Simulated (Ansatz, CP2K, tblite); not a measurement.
# Running generalised stacking fault on (110) of a KCl-RbCl solid solution (80 atoms) with tblite

Aim: run generalised stacking fault on (110) of a KCl-RbCl solid solution (80 atoms) in tblite and see how near its forces come to a plane-wave reference, and at what cost.

Program: tblite 0.8.0. Level of theory: the method is named at each step. Results are calculated unless marked as measured.

## Step 1: Set-up

The cell holds 80 atoms: 13 Rb, 40 Cl and 27 K. Cell: a = 7.339 Å, b = 10.379 Å, c = 26.094 Å, α = 90.0°, β = 86.6°, γ = 90.0°. CsCl-type KCl lattice (a = 3.6697 Å, the value set for the mixture), cell with z along [110], 2 x 2 x 5 periods; the third cell vector is tilted by 0.417 of [001] and lengthened by 0.1 Å, so the cell holds one fault; displaced by a Gaussian of 0.01 Å; 13 of 40 K sites given to Rb at random (lattice constant by Vegard's rule between KCl and RbCl). Then every atom was moved at random, 0.05 Å r.m.s. a Cartesian component. The structure's axis is c.

The yardstick, on the same geometry:

```
method                                           : Kohn-Sham DFT, PBE, PAW, plane waves (Ansatz 0.2.0); cutoff 420 eV, Γ point, fermi-dirac smearing of 0.05 eV; PAW set soft_2
r.m.s. force component                           : 0.2871 eV/Å
longest force                                    : 1.7 eV/Å
pressure                                         : 6.16 GPa
gap (highest filled to lowest empty level) : 5.426 eV
SCF cycles                                       : 7
time                                             : 25 s on 4 threads of Arm Neoverse V2, shared host
CPU time                                         : 96 s
```

## Step 2: GFN1-xTB

Method: GFN1-xTB tight binding, diagonalisation.

run.py

```python
import numpy as np
from ase.io import read
from tblite.ase import TBLite

atoms = read("structure.xyz")
atoms.calc = TBLite(method="GFN1-xTB", electronic_temperature=580, accuracy=1.0, max_iterations=250, mixer_damping=0.1, verbosity=1)
energy = atoms.get_potential_energy()
forces = atoms.get_forces()
print(f"energy {energy:.6f} eV")
print("forces (eV/A)")
for i, (a, f) in enumerate(zip(atoms, forces)):
    print(f"{i:4d} {a.symbol:2s} {f[0]:10.5f} {f[1]:10.5f} {f[2]:10.5f}")
stress = -atoms.get_stress(voigt=False) * 160.21766
print("stress (GPa, compression positive)")
for row in stress:
    print(" ".join(f"{x:10.4f}" for x in row))
print("charges (e)")
print(np.array2string(atoms.get_charges(), precision=4, suppress_small=True, max_line_width=110, threshold=100000))
```

structure.xyz

```xyz
80
Lattice="7.33940 0.00000 0.00000 0.00000 10.37948 0.00000 1.52902 0.00000 26.04870" Properties=species:S:1:pos:R:3 pbc="T T T"
Rb 7.25416 10.35011 25.87313
Cl 1.79281 10.37761 2.62467
K 3.73277 0.01578 25.89527
Cl 5.50963 10.35550 2.58481
K 7.38084 5.13680 25.92940
Cl 1.83192 5.17614 2.57205
K 3.64683 5.24050 25.88277
Cl 5.48462 5.22711 2.56996
K 7.28384 2.63774 2.50198
Cl 1.76511 2.68507 5.11492
Rb 3.66517 2.53892 2.59237
Cl 5.46949 2.45257 5.17562
K 7.37048 0.05283 5.14827
Cl 1.82923 0.07255 7.78908
Rb 3.65267 10.35312 5.17015
Cl 5.42466 10.35914 7.74662
K 7.34409 7.86131 2.69187
Cl 1.93786 7.89391 5.25090
K 3.61308 7.82042 2.51266
Cl 5.46675 7.71320 5.14644
K 7.27105 5.23624 5.20740
Cl 1.78949 5.19420 7.75209
K 3.65210 5.14262 5.19541
Cl 5.57114 5.13888 7.73125
K 7.32496 2.62175 7.82998
Cl 1.78470 2.62860 10.47132
K 3.72991 2.58470 7.73516
Cl 5.48432 2.60390 10.31346
Rb 7.44016 0.07629 10.38275
Cl 1.78971 0.01671 13.03998
Rb 3.71126 10.35997 10.38822
Cl 5.57388 10.25565 13.06577
K 7.28883 7.76022 7.78960
Cl 1.74983 7.77838 10.29236
Rb 3.74181 7.82893 7.84665
Cl 5.50137 7.84346 10.48252
K 7.26538 5.13514 10.40854
Cl 1.75962 5.13286 12.99622
K 3.71708 5.14729 10.41609
Cl 5.52115 5.28098 13.03138
Rb 7.34228 2.60193 12.98528
Cl 1.82660 2.64334 15.60760
K 3.71315 2.57162 12.99127
Cl 5.57172 2.55366 15.57843
K 7.24001 0.00861 15.52424
Cl 1.91176 10.32488 18.14631
K 3.70452 0.02564 15.59379
Cl 5.48931 0.00156 18.17314
K 7.33102 7.70708 12.94725
Cl 1.81431 7.75223 15.55576
K 3.62151 7.77454 13.01914
Cl 5.48674 7.82322 15.55733
K 7.32745 5.15424 15.57843
Cl 1.88394 5.27195 18.04862
Rb 3.77413 5.16223 15.58676
Cl 5.35123 5.12777 18.07884
[... 20 atom lines left out ...]
K 7.40984 7.78025 23.40267
Cl 1.82123 7.75492 25.88668
Rb 3.76644 7.77952 23.27920
Cl 5.52202 7.78606 25.93617
```

On the command line:

```console
> OMP_NUM_THREADS=1 python run.py > output.txt
```

The log of the run:

```text
------------------------------------------------------------
  cycle        total energy    energy error   density error
------------------------------------------------------------
      1     -190.0004263377  -1.8999400E+02   6.0197926E-01
      2     -190.0040555538  -3.6292162E-03   5.4216715E-01
      3     -179.5659831919   1.0438072E+01   1.5977932E-01
      4     -188.6806088367  -9.1146256E+00   9.4937042E-02
      5     -188.8355750459  -1.5496621E-01   1.1672270E-01
      6     -190.0411108730  -1.2055358E+00   1.7507657E-02
      7     -190.1713458755  -1.3023500E-01   9.7599538E-03
      8     -190.1505401959   2.0805680E-02   9.6773612E-03
      9     -190.1884841106  -3.7943915E-02   3.6086160E-03
     10     -190.1908933528  -2.4092422E-03   2.2212723E-03
     11     -190.1910211358  -1.2778305E-04   3.4598356E-04
     12     -190.1910244209  -3.2850246E-06   2.1966408E-04
     13     -190.1910351810  -1.0760121E-05   5.6008424E-05
     14     -190.1910358371  -6.5612562E-07   2.3703788E-05
     15     -190.1910360382  -2.0111986E-07   9.1728738E-06
------------------------------------------------------------
 total:                                   3.497 sec
energy -5175.361700 eV
forces (eV/A)
   0 Rb    0.73654    0.15115    0.26418
   1 Cl   -0.16149   -0.03317   -0.08974
   2 K    -0.66859    0.10880    0.15811
   3 Cl    0.06700   -0.05120    0.45114
   4 K    -0.08369    0.13330   -0.02089
   5 Cl   -0.16174    0.13823    0.20504
   6 K     0.11385   -0.22620    0.15647
   7 Cl    0.04632    0.00912    0.27361
   8 K     0.18386    0.00184    0.14372
   9 Cl   -0.10931   -0.04632    0.15790
  10 Rb   -0.29825    0.63493   -0.07745
  11 Cl    0.18999    0.25556    0.05620
  12 K    -0.20519    0.07228    0.21044
  13 Cl   -0.20769    0.06244   -0.02719
  14 Rb    0.15033   -0.16596    0.12128
  15 Cl    0.36550    0.08423    0.06094
  16 K    -0.08899   -0.09708   -0.17045
  17 Cl   -0.41923   -0.24027   -0.10413
  18 K     0.03291   -0.23042    0.15610
  19 Cl    0.28783    0.04431   -0.01294
  20 K     0.13552   -0.13679   -0.12486
  21 Cl    0.07417   -0.07469    0.11031
  22 K    -0.09031    0.21086   -0.04647
  23 Cl   -0.10272    0.00814    0.13192
[...]
72 K     0.30291   -0.22318   -0.17591
  73 Cl    0.10767    0.05744   -0.09231
  74 K    -0.31318   -0.31610    0.33476
  75 Cl    0.06853    0.12148   -1.02934
  76 K     0.07772   -0.18775   -0.21942
  77 Cl    0.10441    0.03040    0.06379
  78 Rb   -0.15157    0.50985    0.83791
  79 Cl    0.00579   -0.10367   -0.38081
stress (GPa, compression positive)
    2.3971     0.0116    -0.1140
    0.0116     0.9377     0.1979
   -0.1140     0.1979     0.9569
charges (e)
[ 0.7587 -0.6783  0.6519 -0.6657  0.6489 -0.6957  0.6542 -0.6951  0.6454 -0.681   0.772  -0.6786  0.639
 -0.6633  0.7715 -0.6629  0.6449 -0.6791  0.6548 -0.6802  0.6419 -0.6983  0.6581 -0.697   0.6379 -0.6826
  0.6467 -0.681   0.7582 -0.6814  0.7644 -0.684   0.638  -0.6782  0.7669 -0.6789  0.6514 -0.6951  0.6514
 -0.6932  0.7553 -0.6846  0.6466 -0.6828  0.6507 -0.695   0.6356 -0.6935  0.6395 -0.6932  0.6482 -0.6933
  0.6546 -0.6625  0.7538 -0.6597  0.7457 -0.6825  0.6446 -0.685   0.6451 -0.687   0.6409 -0.684   0.746
 -0.672   0.6465 -0.6689  0.7552 -0.6794  0.7515 -0.6784  0.644  -0.6953  0.6408 -0.6766  0.6443 -0.6913
  0.7562 -0.6868]
```

It took 4 s on 1 thread of Arm Neoverse V2, shared host; peak memory 0.14 GiB.

Banners, paths, timers and routine set-up lines are dropped from the logs unmarked, and long logs keep their key lines alone; longer cuts are marked.

Numbers from this run, and their distance from the reference:

| Item | Value |
| --- | --- |
| r.m.s. force component | 0.2973 eV/Å |
| r.m.s. difference of force components | 283.6 meV/Å |
| longest difference of force vectors | 1728 meV/Å |
| force difference over r.m.s. force | 98.76 % |
| slope of forces against the reference's | 0.5485 |
| correlation of force components | 0.5297 |
| pressure | 1.431 GPa |
| pressure difference | -4.73 GPa |

Length of the force difference by element (eV/Å):

```tsv
element	atoms	mean	most
Cl	40	0.18	0.66
K	27	0.35	1.0
Rb	13	0.89	1.7
```

Local excerpt of 9 atoms (numbers count through the whole input) about K25, picked at random; x, y, z are measured from there.

```tsv
atom	x	y	z	distance (Å)	bonds	Mulliken charge (e)	Fx	Fy	Fz (eV/Å)
K25	0.00	0.00	0.00	0.00	8	0.64	0.13	0.08	-0.41
Cl24	-1.75	2.52	-0.10	3.07	8	-0.70	-0.10	0.01	0.13
Cl28	-1.84	-0.02	2.48	3.09	8	-0.68	-0.10	0.06	0.11
Cl22	1.80	2.57	-0.08	3.14	8	-0.70	0.07	-0.07	0.11
Cl14	1.84	-2.55	-0.04	3.15	8	-0.66	-0.21	0.06	-0.03
Cl26	1.80	0.01	2.64	3.20	8	-0.68	0.23	0.10	-0.17
Cl12	-1.86	-0.17	-2.65	3.24	8	-0.68	0.19	0.26	0.06
Cl10	1.78	0.06	-2.72	3.25	8	-0.68	-0.11	-0.05	0.16
Cl16	-1.90	-2.64	-0.08	3.26	8	-0.66	0.37	0.08	0.06
```

Atoms are counted from 1 here, from 0 in the log.

Forces lie 99 % from the reference's, at 0.041 times its CPU time (on 1 against 4 cores).

The difference per atom is largest on Rb (0.89 eV/Å on average, against 0.35 on K).

## Step 3: What came out

```json
{
  "force difference from the reference": "tblite GFN1-xTB, 99 %",
  "its CPU time": "4 s"
}
```

**Reading.** Tight binding differs by 99 % (tblite GFN1-xTB); it is another model, with fitted parameters of its own, and the xTB methods hold dispersion. One electronic-structure run takes under half the reference's CPU time: tblite GFN1-xTB, at 99 % in 4 s against 96 s, too far off to be of use; its pressure misses by -4.7 GPa. Periodic xTB results under one method name differ between programs and library versions. The host structure and its lattice constant were typed by rule, without a check against the phase diagram. The reference's pressure of 6.2 GPa says that the cell would expand at this level of theory. The electronic-structure runs sample only Γ, in a cell whose shortest periodic width is 7 Å.

[Also dropped from logs without a mark: logging warnings of Python, and SIESTA's first energy breakdown and zero terms.]

[Logs are printed without paths, hosts, clocks, repeated set-up lines and the standing remarks that a program may print on its own settings, such as how far it seeks lower states.]

[Hosts, paths, dates, database ids (printed as entryN), source tags and the programs' standing remarks are cut or masked in the printed files.]
